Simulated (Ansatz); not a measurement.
Crystal: InAs.

```xyz
2
Lattice="0.0000 3.0180 3.0180 3.0180 0.0000 3.0180 3.0180 3.0180 0.0000" Properties=species:S:1:pos:R:3 pbc="T T T"
In    0.0000    0.0000    0.0000
As    4.5270    4.5270    4.5270
```

Base run:

- Program: Ansatz 0.2.0
- Functional: revPBE
- Potentials or basis: all-electron LAPW, scalar-relativistic
- Cutoff: 283 eV (chosen from the basis error)
- Basis error allowed: 0.001 eV/atom
- k mesh: 8 × 8 × 8
- Occupations: fermi-dirac, width 0.05 eV
- Spin: no spin polarisation

Its results: pressure 5.6 GPa.

**Question.** The run is repeated on the same cell with these changes: functional from revPBE to PBE; occupations from fermi-dirac, width 0.05 eV to gaussian, width 0.015 eV. What comes out?

**Answer.** Pressure 4.3 GPa.
